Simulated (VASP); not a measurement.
# Ba: convergence, equation of state

Ba, Im-3m (no. 229), 1 atom in the cell. PBE; PAW potentials Ba_sv (PBE set). VASP 6.6.1.

Wanted: equilibrium volume within 0.2 %; bulk modulus within 1 %.

What the run is for: equation of state; Accuracy asked: standard.

The series start from Plane-wave cutoff (eV): 240; Smearing width (eV): 0.07; k-point mesh: 10 × 10 × 10; Volumes: 5 from 0.92 to 1.08; Precision mode (PREC): Accurate; Electronic threshold (eV): 1e-6; Aspherical gradient terms in the spheres (LASPH): yes; Start of each volume: each volume from scratch. Each series keeps the choices made before it, and each single choice may use up half of a tolerance. Times cover all steps of a run.

## Plane-wave cutoff (eV)

| Plane-wave cutoff (eV) | Equilibrium volume (Å³/atom) | Bulk modulus (GPa) | Time (s) |
|---|---|---|---|
| 150 | 63.93 | 7.804 | 16 |
| 180 | 63.64 | 8.807 | 19 |
| 210 | 63.66 | 8.617 | 21 |
| 240 | 63.69 | 8.622 | 22 |
| 280 | 63.71 | 8.594 | 24 |
| 320 | 63.73 | 8.642 | 45 |
| 390 | 63.73 | 8.633 | 48 |
| 490 | 63.74 | 8.638 | 52 |
| 600 (reference) | 63.74 | 8.636 | 83 |

Chosen: 240, the loosest value from which every tighter one stays within half of the tolerance.

## Smearing width (eV)

| Smearing width (eV) | Equilibrium volume (Å³/atom) | Bulk modulus (GPa) | Time (s) |
|---|---|---|---|
| 0.3 | 63.43 | 8.975 | 22 |
| 0.2 | 63.52 | 8.883 | 23 |
| 0.15 | 63.56 | 8.852 | 22 |
| 0.1 | 63.65 | 8.749 | 21 |
| 0.07 | 63.69 | 8.622 | 22 |
| 0.04 (reference) | 63.62 | 8.38 | 20 |

Chosen: 0.04; the next looser run is off by more than half of the tolerance, so convergence isn't shown beyond this value.

## k-point mesh

| k-point mesh | Equilibrium volume (Å³/atom) | Bulk modulus (GPa) | Time (s) |
|---|---|---|---|
| 3 × 3 × 3 | 57.72 | 12 | 9.2 |
| 4 × 4 × 4 | 65.11 | 9.347 | 9.3 |
| 6 × 6 × 6 | 64.45 | 7.682 | 12 |
| 7 × 7 × 7 | 64.43 | 8.826 | 13 |
| 9 × 9 × 9 | 63.84 | 8.5 | 17 |
| 10 × 10 × 10 | 63.62 | 8.38 | 20 |
| 12 × 12 × 12 (reference) | 63.7 | 8.695 | 27 |

Chosen: 12 × 12 × 12; the next looser run is off by more than half of the tolerance, so convergence isn't shown beyond this value.

## Volumes

| Volumes | Equilibrium volume (Å³/atom) | Bulk modulus (GPa) | Time (s) |
|---|---|---|---|
| 5 from 0.88 to 1.12 | 63.68 | 8.752 | 28 |
| 5 from 0.92 to 1.08 | 63.7 | 8.695 | 27 |
| 7 from 0.91 to 1.09 (reference) | 63.69 | 8.707 | 42 |

Chosen: 5 from 0.92 to 1.08.

## Precision mode (PREC)

| Precision mode (PREC) | Equilibrium volume (Å³/atom) | Bulk modulus (GPa) | Time (s) |
|---|---|---|---|
| SingleN | 63.3 | 7.059 | 18 |
| Normal | 63.71 | 8.711 | 20 |
| Accurate (reference) | 63.7 | 8.695 | 27 |

Chosen: Normal.

## Electronic threshold (eV)

| Electronic threshold (eV) | Equilibrium volume (Å³/atom) | Bulk modulus (GPa) | Time (s) |
|---|---|---|---|
| 0.001 | 63.94 | 8.512 | 13 |
| 0.0001 | 63.71 | 8.712 | 16 |
| 1e-5 | 63.71 | 8.711 | 18 |
| 1e-6 | 63.71 | 8.711 | 20 |
| 1e-7 (reference) | 63.71 | 8.711 | 22 |

Chosen: 0.0001.

## Aspherical gradient terms in the spheres (LASPH)

| Aspherical gradient terms in the spheres (LASPH) | Equilibrium volume (Å³/atom) | Bulk modulus (GPa) | Time (s) |
|---|---|---|---|
| no | 63.71 | 8.714 | 14 |
| yes (reference) | 63.71 | 8.712 | 16 |

Chosen: no.

## Start of each volume

| Start of each volume | Equilibrium volume (Å³/atom) | Bulk modulus (GPa) | Time (s) |
|---|---|---|---|
| each volume from scratch | 63.71 | 8.714 | 14 |
| orbitals of the volume before (WAVECAR) | 63.71 | 8.713 | 9.9 |

Chosen: orbitals of the volume before (WAVECAR), the fastest of those that stay within half of the tolerance.

## All choices together

| Input | Equilibrium volume (Å³/atom) | Bulk modulus (GPa) | Time (s) |
|---|---|---|---|
| the program's defaults (naive) | 64.81 | 9.471 | 3.5 |
| chosen settings | 63.71 | 8.713 | 9.9 |
| reference settings throughout | 63.74 | 8.709 | 182 |

The chosen settings stay within the tolerance of the reference run, but the reference itself isn't shown to be converged in: Smearing width (eV), k-point mesh.

## The input

INCAR:
```
SYSTEM = Ba
GGA = PE
ISMEAR = 0
SIGMA = 0.04
LWAVE = .True.
LCHARG = .False.
ISIF = 2
NSW = 0
PREC = Normal
LASPH = .False.
LREAL = .False.
ALGO = Normal
EDIFF = 1E-4
NELM = 120
GGA_COMPAT = .False.
ENCUT = 240
```

KPOINTS:
```
Automatic mesh
0
Gamma
  12 12 12
  0 0 0
```

POSCAR.step1:
```
Ba
1.0
   -2.4377938929      2.4377938929      2.4377938929
    2.4377938929     -2.4377938929      2.4377938929
    2.4377938929      2.4377938929     -2.4377938929
Ba
1
Direct
    0.0000000000      0.0000000000      0.0000000000
```

POSCAR.step2:
```
Ba
1.0
   -2.4726242257      2.4726242257      2.4726242257
    2.4726242257     -2.4726242257      2.4726242257
    2.4726242257      2.4726242257     -2.4726242257
Ba
1
Direct
    0.0000000000      0.0000000000      0.0000000000
```

POSCAR.step3:
```
Ba
1.0
   -2.5065000000      2.5065000000      2.5065000000
    2.5065000000     -2.5065000000      2.5065000000
    2.5065000000      2.5065000000     -2.5065000000
Ba
1
Direct
    0.0000000000      0.0000000000      0.0000000000
```

POSCAR.step4:
```
Ba
1.0
   -2.5394840457      2.5394840457      2.5394840457
    2.5394840457     -2.5394840457      2.5394840457
    2.5394840457      2.5394840457     -2.5394840457
Ba
1
Direct
    0.0000000000      0.0000000000      0.0000000000
```

POSCAR.step5:
```
Ba
1.0
   -2.5716328262      2.5716328262      2.5716328262
    2.5716328262     -2.5716328262      2.5716328262
    2.5716328262      2.5716328262     -2.5716328262
Ba
1
Direct
    0.0000000000      0.0000000000      0.0000000000
```

Commands (each step's output is kept before the next begins):
```
cat potpaw_PBE.64/Ba_sv/POTCAR > POTCAR
cp POSCAR.step1 POSCAR
mpirun -np 1 vasp_std > vasp.out
cp POSCAR.step2 POSCAR
mpirun -np 1 vasp_std > vasp.out
cp POSCAR.step3 POSCAR
mpirun -np 1 vasp_std > vasp.out
cp POSCAR.step4 POSCAR
mpirun -np 1 vasp_std > vasp.out
cp POSCAR.step5 POSCAR
mpirun -np 1 vasp_std > vasp.out
```

The chosen input took VASP 6.6.1 9.9 s on 1 core (Intel Xeon Platinum 8375C @ 2.90GHz (Ice Lake)), a shared host.

## An input that fails: cutoff far too low

It runs to its end, but against the unchanged starting input it is off by 2.6 % in the equilibrium volume, 232 % in the bulk modulus.

Changes against the starting input:
```
(all steps)
- PREC = Accurate
- NELM = 120
- ENCUT = 240
+ PREC = Low
+ NELM = 85
+ ENCUT = 110
```
